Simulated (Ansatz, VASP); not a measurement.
# LiCl: VASP beside Ansatz

Contents of INCAR:

```
PREC = Accurate
ENCUT = 520
EDIFF = 1E-6
ISMEAR = 0
SIGMA = 0.02
LREAL = F
LASPH = T
NELM = 80
ALGO = Fast
ISIF = 2
LWAVE = F
LCHARG = F
GGA = PE
NBANDS = 12
```

KPOINTS

```
regular mesh
0
Gamma
  8 8 8
```

The input POSCAR:

```
LiCl
1.0
    0.0000000000      2.6724689011      2.6724689011
    2.6724689011      0.0000000000      2.6724689011
    2.6724689011      2.6724689011      0.0000000000
Li Cl
1 1
Direct
    0.7500000000      0.7500000000      0.7500000000
    0.5000000000      0.5000000000      0.5000000000
```

Input for Ansatz:

```yaml
crystal:
  lattice:
    - [0.0, 2.6724689011, 2.6724689011]
    - [2.6724689011, 0.0, 2.6724689011]
    - [2.6724689011, 2.6724689011, 0.0]
  atoms:
    - { symbol: Li, position: [0.75, 0.75, 0.75] }
    - { symbol: Cl, position: [0.5, 0.5, 0.5] }
basis:
  ecutwfc: 420
kpoints:
  mp_grid: { grid: [8, 8, 8] }
hamiltonian:
  xc: pbe
scf:
  occupations: { method: gaussian, width: 0.02 }
output:
  forces: true
  stress: true
  eigenvalues: true
```

Alike in both runs: task single point; functional PBE; k mesh 8 × 8 × 8; occupations gaussian, width 0.02 eV; no spin polarisation.

```csv
,VASP,Ansatz
version,VASP 6.6.1,Ansatz 0.2.0
potentials or method,"VASP PAW PBE potentials, release 64 (Li_sv, Cl)","scalar-relativistic, plane waves, PAW"
plane-wave cutoff (eV),520,420
valence electrons in the cell,10,10
```

Ansatz gave:

```
gap on the k mesh at the Fermi level (eV) : 6.29
least direct gap on the mesh (eV)         : 6.29
```

Which values does VASP return?

gap on the k mesh at the Fermi level (eV): 6.30; least direct gap on the mesh (eV): 6.30.

The functional is the same, so the differences come from potentials, cutoffs and numerics.

 A k mesh can miss the band edges. As with any semilocal functional, this PBE gap is likely too small.
